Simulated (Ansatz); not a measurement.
**Sn: band structure with PBEsol**

The system is Sn.

```
Sn
1.0
     0.00000    3.23334    3.23334
     3.23334    0.00000    3.23334
     3.23334    3.23334    0.00000
Sn
2
Cartesian
  4.8500 4.8500 4.8500
  3.2333 3.2333 3.2333
```

This isn't the form of Sn at room conditions, which is tetragonal (white tin).

```yaml
Program: Ansatz 0.2.0
Task: band structure
Functional: PBEsol
Potentials_or_basis: Ansatz PAW
Cutoff: "420 eV (not typed: the program's choice for these potentials)"
k_mesh: 5 × 5 × 5
Occupations: fermi-dirac, width 0.05 eV
Spin: spin-orbit coupling, no magnetisation
Path: "[[\"G\", \"X\", \"W\", \"K\", \"G\", \"L\", \"U\", \"W\", \"L\", \"K\"], [\"U\", \"X\"]]"
Points_for_each_segment_of_the_path: 14
```

The pressure is 1.6 GPa and the band gap on the k mesh is none (metal or under the smearing width).

Levels at the corners of the path, in eV from the Fermi level:
```csv
point,band 26,band 27,band 28,band 29,band 30,band 31
Γ,-0.31,0.38,0.38,0.38,0.38,1.89
X,-2.45,-2.45,-2.45,0.82,0.82,0.82
W,-3.14,-2.96,-2.96,3.31,3.31,3.63
K,-3.39,-2.08,-2.08,1.10,1.10,3.40
Γ,-0.31,0.38,0.38,0.38,0.38,1.89
L,-1.30,-0.86,-0.86,0.03,0.03,3.17
U,-3.39,-2.08,-2.08,1.10,1.10,3.40
W,-3.14,-2.96,-2.96,3.31,3.31,3.63
L,-1.30,-0.86,-0.86,0.03,0.03,3.17
K,-3.39,-2.08,-2.08,1.10,1.10,3.40
U,-3.39,-2.08,-2.08,1.10,1.10,3.40
X,-2.45,-2.45,-2.45,0.82,0.82,0.82
```

Wall time 72 s on 2 threads of Intel(R) Xeon(R) Processor @ 2.50GHz (Skylake/Cascade Lake), with other jobs on the host, peak memory 0.58 GiB.

Caveat: the PAW data sets come from PBE, with cores solved anew for the run's functional, which leaves a small shift of forces and pressure.
